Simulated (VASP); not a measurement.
Runs of VASP 6.6.1 on SiC (Moissanite). It takes space group P6_3mc (No. 186, hexagonal). The conventional cell has a = 3.076 Å, b = 3.076 Å, c = 5.048 Å, α = 90.00°, β = 90.00°, γ = 120.00°. Si (site symmetry 3m) is surrounded by 4 C at 1.87 to 1.94 Å. C (site symmetry 3m) is surrounded by 4 Si at 1.87 to 1.94 Å. 

| task | level | potentials or basis | cell | k mesh | cutoff (eV) | smearing | grid for exact exchange (PRECFOCK) | exchange at q = 0 | atoms held fixed (from 0) | screening parameter | mesh quality | gap on the mesh (eV) | pressure (GPa) | largest force (eV/Å) |
| --- | --- | --- | --- | --- | --- | --- | --- | --- | --- | --- | --- | --- | --- | --- |
| single point | LDA | VASP PAW LDA potentials, release 64 (Si, C_s) | volume scaled by 1.04 | 10 × 10 × 5 | 400 | gaussian 0.05 eV | - | - | - | - | not flagged | (b) | -11.5 | (c) |
| single point | TPSSh | VASP PAW PBE potentials, release 64 (Si, C) | atoms moved at random, drawn with an rms of 0.02 Å | 5 × 5 × 3 | 520 | tetrahedron | Fast | truncated | - | - | coarse | 3.38 | 0.0 | 1.47 |
| single point | PBE | VASP PAW PBE potentials, release 64 (Si, C) | as given | 10 × 10 × 5 | 500 | gaussian 0.02 eV | - | - | - | - | not flagged | (d) | 3.7 | (a) |
| relaxation of the atoms | PBE+D3 | VASP PAW PBE potentials, release 64 (Si, C) | atoms relaxed from: atoms moved at random, drawn with an rms of 0.02 Å | 10 × 10 × 5 | 520 | fermi-dirac 0.02 eV | - | - | [0] | - | not flagged | 2.43 | 1.3 | - |
| single point | HSE06 | VASP PAW PBE potentials, release 54 (Si, C) | as given | 5 × 5 × 3 | 520 | gaussian 0.1 eV | Fast | - | - | 0.200000 1/A | coarse | 3.78 | -1.4 | 0.76 |
| band structure | RPBE+D3 | VASP PAW PBE potentials, release 64 (Si_GW, C_GW) | as given | 10 × 10 × 5 | 550 | gaussian 0.01 eV | - | - | - | - | not flagged | 2.52 | 2.8 | 0.78 |
| electron localisation function | PBEsol+D3(BJ) | VASP PAW PBE potentials, release 64 (Si, C) | atoms moved at random, drawn with an rms of 0.05 Å | 10 × 10 × 5 | 520 | fermi-dirac 0.02 eV | - | - | - | - | not flagged | 2.19 | -3.1 | 1.50 |

Alike in all rows: no spin polarisation.

Task: Fill in the values left out.

Result: (a) 0.75; (b) 2.42; (c) 0.68; (d) 2.48.

Caveats: some runs use coarse meshes; an odd mesh through Γ misses points on the zone boundary, where band edges often lie (some runs); the PAW data sets were made with another functional, which shifts forces and pressure a little (some runs); the mesh misses the band edges, which the band path finds closer together (some runs).
